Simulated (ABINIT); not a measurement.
# ZnSe (Stilleite) (F-43m) in ABINIT: notebook

One crystal, ZnSe (Stilleite), is run at these levels: LDA, PBEsol; tasks: single point, relaxation of cell and atoms.

Everything below comes from runs of ABINIT 10.8.3 (patched build). Logs are shortened: lines on timing, memory, paths and dates and some standing lists are left out, and cuts for length are marked. The log counts tension as positive stress, the text compression.

**The experiment to reproduce.**

From “Alloy Disordering Effects on the Thermal Conductivity and Energy Gap Temperature Dependence of Cd1−xZnxSe Ternary Crystals Grown by the Bridgman Method”, 2023, pmc:10253836, for a bulk crystal of ZnSe at 300 K: band gap 2.695 ± 0.003 eV (an exciton energy, a little under the gap).

The results are compared with them further down.

**1. The structure**

It takes space group F-43m (No. 216, cubic). Conventional cell: a = 5.668 Å, b = 5.668 Å, c = 5.668 Å, α = 90.00°, β = 90.00°, γ = 90.00°. Around Se (site symmetry -43m) lie 4 Zn at 2.45 Å. Around Zn (site symmetry -43m) lie 4 Se at 2.45 Å.

**2. Single point, LDA**

Contents of run.abi:

```
# Pseudopotentials
pp_dirpath "./"
pseudos "Se.upf, Zn.upf"

# Structure
acell 3*1.0
rprim
     0.0000000000     5.3551058920     5.3551058920
     5.3551058920     0.0000000000     5.3551058920
     5.3551058920     5.3551058920     0.0000000000
ntypat 2
znucl 34 30
natom 2
typat 1 2
xred
     0.7500000000     0.7500000000     0.7500000000
     0.0000000000     0.0000000000     0.0000000000

# Plane-wave basis
ecut 39.0

# k points
kptopt 1
ngkpt 6 6 6
nshiftk 1
shiftk 0.0 0.0 0.0

# Exchange and correlation
ixc 7

# Bands and occupations
nband 22
occopt 3
tsmear 0.05 eV

# SCF cycle
nstep 100
tolvrs 1.0e-10

# Output
iomode 3
prtwf 0
prtden 0
prteig 0
prtebands 0
enunit 2
```

Potentials or basis: PseudoDojo NC SR LDA v0.4.1 standard.

Started as:

```
$ abinit run.abi > log 2>&1
```

run.abo:

```text
.Version 10.8.3 of ABINIT
 Symmetries : space group F-4 3 m (#216); Bravais cF (face-center cubic)
================================================================================
 Values of the parameters that define the memory need of the present run
     intxc =       0    ionmov =       0      iscf =       7    lmnmax =       6
     lnmax =       6     mgfft =      45  mpssoang =       3    mqgrid =    3001
     natom =       2  nloc_mem =       1    nspden =       1   nspinor =       1
    nsppol =       1      nsym =      24    n1xccc =    2501    ntypat =       2
    occopt =       3   xclevel =       1
       mpw =        3593          nfft =       91125          nkpt =          16
================================================================================
================================================================================

--------------------------------------------------------------------------------
------------- Echo of variables that govern the present computation ------------
--------------------------------------------------------------------------------
 -outvars: echo values of preprocessed input variables --------
            acell      1.0000000000E+00  1.0000000000E+00  1.0000000000E+00 Bohr
              amu      7.89600000E+01  6.53900000E+01
             ecut      3.90000000E+01 Hartree
           enunit           2
              ixc           7
         kptrlatt        6    0    0      0    6    0      0    0    6
          kptrlen      4.54395803E+01
            natom           2
            nband          22
            ngfft          45      45      45
             nkpt          16
            nstep         100
             nsym          24
           ntypat           2
           occopt           3
           prtden           0
        prtebands           0
           prteig           0
            prtwf           0
            rprim      0.0000000000E+00  5.3551058920E+00  5.3551058920E+00
                       5.3551058920E+00  0.0000000000E+00  5.3551058920E+00
                       5.3551058920E+00  5.3551058920E+00  0.0000000000E+00
          spgroup         216
           tolvrs      1.00000000E-10
           tsmear      1.83746611E-03 Hartree
            typat      1  2
           xangst      4.2506999971E+00  4.2506999971E+00  4.2506999971E+00
                       0.0000000000E+00  0.0000000000E+00  0.0000000000E+00
            xcart      8.0326588380E+00  8.0326588380E+00  8.0326588380E+00
                       0.0000000000E+00  0.0000000000E+00  0.0000000000E+00
             xred      7.5000000000E-01  7.5000000000E-01  7.5000000000E-01
                       0.0000000000E+00  0.0000000000E+00  0.0000000000E+00
            znucl       34.00000   30.00000

================================================================================

 chkinp: Checking input parameters for consistency.

================================================================================
== DATASET  1 ==================================================================

--- !DatasetInfo
iteration_state: {dtset: 1, }
dimensions: {natom: 2, nkpt: 16, mband: 22, nsppol: 1, nspinor: 1, nspden: 1, mpw: 3593, }
cutoff_energies: {ecut:  39.0, pawecutdg:  -1.0, }
electrons: {nelect:   3.60000000E+01, charge:   0.00000000E+00, occopt:   3.00000000E+00, tsmear:   1.83746611E-03, }
meta: {optdriver: 0, ionmov: 0, optcell: 0, iscf: 7, paral_kgb: 0, }
...

 Exchange-correlation functional for the present dataset will be:
  LDA: Perdew-Wang 92 LSD fit to Ceperley-Alder data - ixc=7
  J.P.Perdew and Y.Wang, PRB 45, 13244 (1992)

 Real(R)+Recip(G) space primitive vectors, cartesian coordinates (Bohr,Bohr^-1):
 R(1)=  0.0000000  5.3551059  5.3551059  G(1)= -0.0933688  0.0933688  0.0933688
 R(2)=  5.3551059  0.0000000  5.3551059  G(2)=  0.0933688 -0.0933688  0.0933688
 R(3)=  5.3551059  5.3551059  0.0000000  G(3)=  0.0933688  0.0933688 -0.0933688
 Unit cell volume ucvol=  3.0713845E+02 bohr^3
 Angles (23,13,12)=  6.00000000E+01  6.00000000E+01  6.00000000E+01 degrees

 getcut: wavevector=  0.0000  0.0000  0.0000  ngfft=  45  45  45
         ecut(hartree)=     39.000   => boxcut(ratio)=   2.06668

--- Pseudopotential description ------------------------------------------------
- pspini: atom type   1  psp file is ./Se.upf
12 -1012 2 -1 1198                            pspcod,pspxc,lmax,lloc,mmax
     nproj     2     2     2

- pspini: atom type   2  psp file is ./Zn.upf
12 -1012 2 -1 1296                            pspcod,pspxc,lmax,lloc,mmax
     nproj     2     2     2

   1.98386612E+03                                ecore*ucvol(ha*bohr**3)
--------------------------------------------------------------------------------

================================================================================

--- !BeginCycle
iteration_state: {dtset: 1, }
solver: {iscf: 7, nstep: 100, nline: 4, wfoptalg: 0, }
tolerances: {tolvrs: 1.00E-10, }
[... 37 lines left out ...]
etotal    :  -3.30151037E+02
entropy   :   0.00000000E+00
fermie    :   1.37052045E-01
cartesian_stress_tensor: # hartree/bohr^3
- [  1.31789597E-04,   0.00000000E+00,   0.00000000E+00, ]
- [  0.00000000E+00,   1.31789597E-04,   0.00000000E+00, ]
- [  0.00000000E+00,   0.00000000E+00,   1.31789597E-04, ]
pressure_GPa:  -3.8774E+00
xred      :
- [  7.5000E-01,   7.5000E-01,   7.5000E-01, Se]
- [  0.0000E+00,   0.0000E+00,   0.0000E+00, Zn]
cartesian_forces: # hartree/bohr
- [ -2.35696077E-30,   3.92826794E-30,   7.85653589E-31, ]
- [  2.35696077E-30,  -3.92826794E-30,  -7.85653589E-31, ]
force_length_stats: {min:   4.64798931E-30, max:   4.64798931E-30, mean:   4.64798931E-30, }
...

 Integrated electronic density in atomic spheres:
 ------------------------------------------------
 Atom  Sphere_radius  Integrated_density
    1        2.00000         13.25904617
    2        2.00000         18.13622156
================================================================================

 ----iterations are completed or convergence reached----

 Mean square residual over all n,k,spin=   20.109E-10; max=  36.495E-08
 reduced coordinates (array xred) for    2 atoms
       0.750000000000      0.750000000000      0.750000000000
       0.000000000000      0.000000000000      0.000000000000
 rms dE/dt=  2.2787E-29; max dE/dt=  1.6829E-29; dE/dt below (all hartree)
    1      -0.000000000000      0.000000000000     -0.000000000000
    2       0.000000000000      0.000000000000      0.000000000000

 cartesian coordinates (angstrom) at end:
    1      4.25069999714445     4.25069999714445     4.25069999714445
    2      0.00000000000000     0.00000000000000     0.00000000000000

 cartesian forces (hartree/bohr) at end:
    1     -0.00000000000000     0.00000000000000     0.00000000000000
    2      0.00000000000000    -0.00000000000000    -0.00000000000000
 frms,max,avg= 2.6835179E-30 3.9282679E-30   0.000E+00  0.000E+00  0.000E+00 h/b

 cartesian forces (eV/Angstrom) at end:
    1     -0.00000000000000     0.00000000000000     0.00000000000000
    2      0.00000000000000    -0.00000000000000    -0.00000000000000
 frms,max,avg= 1.3799204E-28 2.0199966E-28   0.000E+00  0.000E+00  0.000E+00 e/A
 length scales=  1.000000000000  1.000000000000  1.000000000000 bohr
              =  0.529177210544  0.529177210544  0.529177210544 angstroms
 Fermi (or HOMO) energy (hartree) =   0.13705   Average Vxc (hartree)=  -0.37952
 Eigenvalues (hartree) for nkpt=  16  k points:
 kpt#   1, nband= 22, wtk=  0.00463, kpt=  0.0000  0.0000  0.0000 (reduced coord)
  -4.45743   -2.78967   -2.78967   -2.78967   -1.61241   -1.61241   -1.61241   -1.61222
  -1.61222   -0.37238   -0.12735   -0.12735   -0.12735   -0.11410   -0.11410    0.11713
   0.11713    0.11713    0.15489    0.32728    0.32728    0.32728
      occupation numbers for kpt#   1
   2.00000    2.00000    2.00000    2.00000    2.00000    2.00000    2.00000    2.00000
   2.00000    2.00000    2.00000    2.00000    2.00000    2.00000    2.00000    1.99996
   1.99996    1.99996    0.00012    0.00000    0.00000    0.00000
 prteigrs : prtvol=0 or 1, do not print more k-points.

 Fermi (or HOMO) energy (eV) =   3.72938   Average Vxc (eV)= -10.32719
 Eigenvalues (   eV  ) for nkpt=  16  k points:
 kpt#   1, nband= 22, wtk=  0.00463, kpt=  0.0000  0.0000  0.0000 (reduced coord)
-121.29290  -75.91069  -75.91069  -75.91069  -43.87602  -43.87602  -43.87602  -43.87073
 -43.87073  -10.13286   -3.46540   -3.46540   -3.46540   -3.10482   -3.10482    3.18724
   3.18724    3.18724    4.21489    8.90569    8.90569    8.90569
 prteigrs : prtvol=0 or 1, do not print more k-points.

--- !EnergyTerms
iteration_state     : {dtset: 1, }
comment             : Components of total free energy in Hartree
kinetic             :  1.70473217702882E+02
hartree             :  1.24781618135334E+02
xc                  : -4.60039277450182E+01
Ewald energy        : -1.64371564841345E+02
psp_core            :  6.45919174651042E+00
local_psp           : -3.22524739081257E+02
non_local_psp       : -9.89648332502294E+01
internal            : -3.30151037333123E+02
'-kT*entropy'       : -2.34526661750126E-08
total_energy        : -3.30151037356576E+02
total_energy_eV     : -8.98386739702108E+03
band_energy         : -4.35004120788755E+01
...

 Cartesian components of stress tensor (hartree/bohr^3)
  sigma(1 1)=  1.31789597E-04  sigma(3 2)=  0.00000000E+00
  sigma(2 2)=  1.31789597E-04  sigma(3 1)=  0.00000000E+00
  sigma(3 3)=  1.31789597E-04  sigma(2 1)=  0.00000000E+00

-Cartesian components of stress tensor (GPa)         [Pressure= -3.8774E+00 GPa]
- sigma(1 1)=  3.87738381E+00  sigma(3 2)=  0.00000000E+00
- sigma(2 2)=  3.87738381E+00  sigma(3 1)=  0.00000000E+00
- sigma(3 3)=  3.87738381E+00  sigma(2 1)=  0.00000000E+00

== END DATASET(S) ==============================================================
================================================================================

 -outvars: echo values of variables after computation  --------
            acell      1.0000000000E+00  1.0000000000E+00  1.0000000000E+00 Bohr
           etotal     -3.3015103736E+02
            fcart     -2.3569607657E-30  3.9282679428E-30  7.8565358856E-31
                       2.3569607657E-30 -3.9282679428E-30 -7.8565358856E-31
            rprim      0.0000000000E+00  5.3551058920E+00  5.3551058920E+00
                       5.3551058920E+00  0.0000000000E+00  5.3551058920E+00
                       5.3551058920E+00  5.3551058920E+00  0.0000000000E+00
           strten      1.3178959691E-04  1.3178959691E-04  1.3178959691E-04
                       0.0000000000E+00  0.0000000000E+00  0.0000000000E+00
           xangst      4.2506999971E+00  4.2506999971E+00  4.2506999971E+00
                       0.0000000000E+00  0.0000000000E+00  0.0000000000E+00
             xred      7.5000000000E-01  7.5000000000E-01  7.5000000000E-01
                       0.0000000000E+00  0.0000000000E+00  0.0000000000E+00
 Calculation completed.
```

Run time: 40 s. Hardware: 1 thread of Intel Xeon 6975P-C (Granite Rapids), shared host; peak memory 0.09 GiB.

Results:

- Free energy: -8983.8674 eV
- Pressure: -3.9 GPa
- Band gap on the k mesh: 1.03 eV, direct
- Valence electrons inside the program's atomic spheres: Se 13.26; Zn 18.14

Levels at points of the mesh, in eV from the valence-band top:
| k point | band 14 | band 15 | band 16 | band 17 | band 18 | band 19 | band 20 | band 21 | band 22 |
| --- | --- | --- | --- | --- | --- | --- | --- | --- | --- |
| (0.00, 0.00, 0.00) | -6.29 | -6.29 | 0.00 | 0.00 | 0.00 | 1.03 | 5.72 | 5.72 | 5.72 |
| (0.50, 0.00, 0.00) | -6.27 | -6.13 | -5.29 | -0.87 | -0.87 | 2.35 | 6.30 | 6.30 | 8.35 |
| (0.50, 0.50, 0.00) | -6.24 | -6.11 | -4.83 | -2.20 | -2.20 | 2.82 | 3.33 | 10.49 | 11.08 |

**3. Relaxation of cell and atoms, PBEsol**

Contents of run.abi:

```
pp_dirpath "./"
pseudos "Se.upf, Zn.upf"

acell 7.5732633804 7.5732633804 7.5732633804
rprim
     0.0000000000     0.7071067812     0.7071067812
     0.7071067812     0.0000000000     0.7071067812
     0.7071067812     0.7071067812     0.0000000000
ntypat 2
znucl 34 30
natom 2
typat 1 2
chkprim 0
chksymtnons 0
tolsym 1.0e-6
xred
            3/4            3/4            3/4
            0.0            0.0            0.0

ecut 43.0
ecutsm 0.5

kptopt 1
ngkpt 6 6 6
nshiftk 1
shiftk 0.0 0.0 0.0

ixc -116133

nband 22
occopt 3
tsmear 0.05 eV

nstep 80
tolvrs 1.0e-12

iomode 3
prteig 0
prtebands 0
prtwf 0
prtden 0

ionmov 2
optcell 2
ntime 50
tolmxf 2.0e-5
dilatmx 1.08
```

Potentials or basis: PseudoDojo NC SR PBEsol v0.4.1 standard.

Started as:

```
$ mpirun --bind-to none -np 4 abinit run.abi > log 2>&1
```

Wall time 77 s (4 MPI ranks of Arm Neoverse V2, shared host); peak memory 0.4 GiB.

The run converged. Its results:

| Property | Result |
| --- | --- |
| Free energy | -8981.8047 eV |
| Relaxed volume | 22.34 Å³/atom |
| Relaxed cell | a = 3.983 Å, b = 3.983 Å, c = 3.983 Å, α = 60.00°, β = 60.00°, γ = 60.00° |
| Space group after relaxing (to 0.05 Å) | F-43m (No. 216) |
| Energy gained by relaxing | 1.5 meV/atom |
| Ionic steps | 4 |
| Pressure after relaxing | 0.0 GPa |
| Band gap on the k mesh | 1.24 eV, direct |

Step by step:
```csv
step,energy change (eV),largest force (eV/Å),pressure (GPa),volume (Å³)
1,0.0000,0.0000,-1.15,45.51
2,-0.0010,0.0000,-0.93,45.35
3,-0.0030,0.0000,0.03,44.67
4,-0.0030,0.0000,0.00,44.69
```

Final structure:
```
Se Zn
1.0
     0.00000    2.81655    2.81655
     2.81655    0.00000    2.81655
     2.81655    2.81655    0.00000
Se Zn
1 1
Direct
  0.75000 0.75000 0.75000
  0.00000 0.00000 0.00000
```

A k mesh can miss the band edges. Expect the measured gap to be larger: semilocal functionals such as PBEsol lack the derivative discontinuity.

**4. Single point, PBEsol (cell relaxed)**

Contents of run.abi:

```
pp_dirpath "./"
pseudos "Se.upf, Zn.upf"

acell 7.5271739607 7.5271739607 7.5271739607
rprim
     0.0000000000     0.7071067812     0.7071067812
     0.7071067812     0.0000000000     0.7071067812
     0.7071067812     0.7071067812     0.0000000000
ntypat 2
znucl 34 30
natom 2
typat 1 2
xred
     0.7500000000     0.7500000000     0.7500000000
     0.0000000000     0.0000000000     0.0000000000
chkprim 0
chksymtnons 0
tolsym 1.0e-6

ecut 43.0

kptopt 1
ngkpt 6 6 6
nshiftk 1
shiftk 0.0 0.0 0.0

ixc -116133

nband 22
occopt 3
tsmear 0.00183747

nstep 100
tolvrs 1.0e-10

iomode 3
prtwf 0
prteig 0
prtebands 0
prtden 1
prtvha 1
prtvclmb 1
prtpot 1
prtelf 1
```

Started as:

```
$ mpirun --bind-to none -np 4 abinit run.abi > log 2>&1
```

It took 21 s on 4 MPI ranks of Arm Neoverse V2, shared host; peak memory 0.36 GiB.

Results (log left out):

```yaml
Free_energy: -8981.8047 eV
Pressure: 0.0 GPa
Band_gap_on_the_k_mesh: 1.24 eV, direct
Valence_electrons_inside_the_program's_atomic_spheres: Se 13.26; Zn 18.12
```

Levels at points of the mesh, in eV from the valence-band top:
```
           k point  band 14  band 15  band 16  band 17  band 18  band 19  band 20  band 21  band 22
(0.00, 0.00, 0.00)    -6.23    -6.23     0.00     0.00     0.00     1.24     5.74     5.74     5.74
(0.50, 0.00, 0.00)    -6.21    -6.07    -5.39    -0.90    -0.90     2.48     6.32     6.32     8.45
(0.50, 0.50, 0.00)    -6.18    -6.05    -4.86    -2.27    -2.27     2.81     3.38    10.73    11.30
```

**5. Relaxation of cell and atoms, LDA**

Contents of run.abi:

```
# Pseudopotentials
pp_dirpath "./"
pseudos "Se.hgh, Zn.hgh"

# Structure
acell 3*1.0
rprim
     0.0000000000     5.3551058920     5.3551058920
     5.3551058920     0.0000000000     5.3551058920
     5.3551058920     5.3551058920     0.0000000000
ntypat 2
znucl 34 30
natom 2
typat 1 2
chkprim 0
chksymtnons 0
tolsym 1.0e-6
xred
            3/4            3/4            3/4
            0.0            0.0            0.0

# Plane-wave basis
ecut 20.0
ecutsm 0.5

# k points
kptopt 1
ngkpt 6 6 6
nshiftk 1
shiftk 0.0 0.0 0.0

# Exchange and correlation
ixc 7

# Bands and occupations
nband 8
occopt 3
tsmear 0.05 eV

# SCF cycle
nstep 80
tolvrs 1.0e-12

# Output
iomode 3
prteig 0
prtebands 0
prtwf 0
prtden 0

# Relaxation
ionmov 2
optcell 2
ntime 50
tolmxf 2.0e-5
dilatmx 1.08
```

Potentials or basis: HGH LDA.

Started as:

```
$ abinit run.abi > log 2>&1
```

Run time: 26 s. Hardware: 1 thread of Intel Xeon Platinum 8488C (Sapphire Rapids), shared host; peak memory 0.07 GiB.

Results (log left out):

```yaml
Free_energy: -291.0658 eV
Band_gap_on_the_k_mesh: 2.72 eV, indirect (least direct gap 3.00 eV)
```

Caveat: the volume moved by over 15 % at a fixed basis, so the end points are rough; the cutoff is too short for stress, so the log's stress isn't used; HGH potentials are hard and often keep d shells in the core, so these values are rough.

**6. Single point, LDA (cell relaxed)**

Contents of run.abi:

```
# Pseudopotentials
pp_dirpath "./"
pseudos "Se.hgh, Zn.hgh"

# Structure
acell 3*1.0 Angstrom
rprim
     0.0000000000     2.6385792600     2.6385792600
     2.6385792600     0.0000000000     2.6385792600
     2.6385792600     2.6385792600     0.0000000000
ntypat 2
znucl 34 30
natom 2
typat 1 2
xcart
     7.4792882393     7.4792882393     7.4792882393
     0.0000000000     0.0000000000     0.0000000000
chkprim 0
chksymtnons 0
tolsym 1.0e-6

# Plane-wave basis
ecut 20.0

# k points
kptopt 1
ngkpt 6 6 6
nshiftk 1
shiftk 0.0 0.0 0.0

# Exchange and correlation
ixc 7

# Bands and occupations
nband 8
occopt 3
tsmear 0.00183747

# SCF cycle
nstep 100
tolvrs 1.0e-10

# Output
iomode 3
prtwf 0
prteig 0
prtebands 0
enunit 2
prtvol 2
prtden 1
prtvha 1
prtvclmb 1
prtpot 1
prtelf 1
```

Potentials or basis: HGH LDA.

Started as:

```
$ abinit run.abi > log 2>&1
```

It took 2.8 s on 1 thread of Intel Xeon Platinum 8488C (Sapphire Rapids), shared host; peak memory 0.07 GiB.

Results (log left out):

| Item | Value |
| --- | --- |
| Free energy | -291.0711 eV |
| Band gap on the k mesh | 2.72 eV, indirect (least direct gap 3.00 eV) |
| Valence electrons inside the program's atomic spheres | Se 3.33; Zn 0.78 |

Levels at points of the mesh, in eV from the valence-band top:
```csv
k point,band 2,band 3,band 4,band 5,band 6,band 7
"(0.00, 0.00, 0.00)",0.00,0.00,0.00,3.00,6.43,6.43
"(0.50, 0.00, 0.00)",-6.21,-0.97,-0.97,3.51,6.80,6.80
"(0.50, 0.50, 0.00)",-5.79,-2.57,-2.57,2.72,3.72,13.39
```

Caveat: the cutoff is too short for stress, so the log's stress isn't used; HGH potentials are hard and often keep d shells in the core, so these values are rough. A k mesh can miss the band edges.

**7. The runs side by side**

```tsv
task	level	potentials or basis	cell	cutoff (eV)	cell freedom (optcell)	optimiser (ionmov)	cutoff smearing ecutsm (Ha)	force stop (Ha/bohr)	gap on the mesh (eV)	pressure (GPa)
single point	LDA	PseudoDojo NC SR LDA v0.4.1 standard	as given	1061	-	-	-	-	1.03	-3.9
relaxation of cell and atoms	PBEsol	PseudoDojo NC SR PBEsol v0.4.1 standard	relaxed	1170	2	2	0.5	2e-05	1.24	0.0
single point	PBEsol	PseudoDojo NC SR PBEsol v0.4.1 standard	cell relaxed	1170	-	-	-	-	1.24	0.0
```

Alike in all rows: no spin polarisation; k mesh 6 × 6 × 6; smearing fermi-dirac 0.05 eV.

Absolute energies hang on the potentials; compare differences alone.

**8. How close it comes**

Step 2. Measured gap of ZnSe: 2.695 eV (an exciton energy, a little under the gap; 300 K; “Alloy Disordering Effects on the Thermal Conductivity and Energy Gap Temperature Dependence of Cd1−xZnxSe Ternary Crystals Grown by the Bridgman Method”, 2023, pmc:10253836). This calculation gives 1.03 eV (-1.67 eV). So large a miss can be the level of theory's own, or it may mean another phase, state or a wrong row. Spin-orbit coupling on Se is left out. The value is that of LDA, without temperature or zero-point motion. Semilocal functionals fall short of measured gaps as a rule.
